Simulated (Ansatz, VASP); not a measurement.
## Two plane-wave programs on CdSe

```xyz
4
Lattice="3.4487 0.0000 0.0000 -1.7244 2.9867 0.0000 0.0000 0.0000 7.3957" Properties=species:S:1:pos:R:3 pbc="T T T"
Cd    0.0000    1.9911    0.2349
Cd    1.7244    0.9956    3.9327
Se    0.0000    1.9911    2.5459
Se    1.7244    0.9956    6.2437
```

Alike in both runs: functional PBE; k mesh 9 × 9 × 5; occupations fermi-dirac, width 0.05 eV; no spin polarisation.

Ansatz relaxed the structure, and its values are those at the end. VASP's run is a single point on that final structure, the one shown.

|  | VASP | Ansatz |
| --- | --- | --- |
| version | VASP 6.6.1 | Ansatz 0.2.0 |
| potentials or method | VASP PAW PBE potentials, release 64 (Cd, Se) | PAW with Ansatz's default frozen-core files, scalar-relativistic |
| plane-wave cutoff (eV) | 520 | 420 |
| valence electrons in the cell | 36 | 72 |

|  | VASP | Ansatz | Ansatz less VASP |
| --- | --- | --- | --- |
| rms of the force components (eV/Å) | 0.008 | 0.002 | -0.0055 |

The two sets of potentials don't hold the same shells in valence.
